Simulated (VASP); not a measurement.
Here is a VASP 6.6.1 calculation.

Contents of run.py:

```python
from ase import Atoms
from ase.calculators.vasp import Vasp
from ase.dft.dos import DOS

atoms = Atoms(
    ['Sc', 'Sc'],
    cell=[[3.309, 0.0, 0.0], [-1.6545, 2.8656780611, 0.0], [0.0, 0.0, 5.2733]],
    scaled_positions=[[0.6666666667, 0.3333333333, 0.75], [0.3333333333, 0.6666666667, 0.25]],
    pbc=True,
)
calc = Vasp(
    directory='calc',
    xc='pbe',
    pp='PBE',
    setups='materialsproject',
    prec='Accurate',
    encut=520,
    ediff=1e-06,
    ismear=0,
    sigma=0.05,
    lreal=False,
    lasph=True,
    nelm=100,
    algo='Normal',
    isif=2,
    lwave=False,
    lcharg=False,
    lmaxmix=4,
    ldautype=1,
    ldauprint=1,
    ivdw=13,
    lorbit=11,
    ldau_luj={'Sc': {'L': 2, 'U': 6.2, 'J': 1.0}},
    kpts=[9, 9, 5],
    gamma=True,
)
atoms.calc = calc

print('energy (eV):', atoms.get_potential_energy())
print('free energy (eV):', atoms.get_potential_energy(force_consistent=True))
print('forces (eV/A):')
print(atoms.get_forces())
print('stress (eV/A^3, Voigt):', atoms.get_stress())
print('Fermi level (eV):', calc.get_fermi_level())
dos = DOS(calc, width=0.2, window=(-10, 10), npts=301)
print('E - E_F (eV), DOS (1/eV)')
for e, g in zip(dos.get_energies(), dos.get_dos()):
    print(f'{e:8.3f} {g:10.4f}')
```

Potentials or basis: VASP PAW PBE potentials, release 64 (Sc_sv).

Run with:

```bash
$ python run.py
```

Question: Predict the dispersion energy per atom.

Answer: -0.263 eV.

Question: Estimate the band gap on the k mesh.

Answer: None (metal or under the smearing width).

Question: Estimate the pressure.

Answer: 6.5 GPa.

Eigenvalues of the final occupation matrices:
| site | spin | trace | eigenvalues |
| --- | --- | --- | --- |
| site 1 d | 1 | 0.34 | 0.07 0.07 0.07 0.07 0.07 |
| site 1 d | 2 | 0.34 | 0.07 0.07 0.07 0.07 0.07 |
| site 2 d | 1 | 0.34 | 0.07 0.07 0.07 0.07 0.07 |
| site 2 d | 2 | 0.34 | 0.07 0.07 0.07 0.07 0.07 |

Caveat: U without spin polarisation on a metal has little footing; pairwise dispersion overbinds metals, which lowers pressure and volume; the U is typed as a test and isn't derived for this compound.
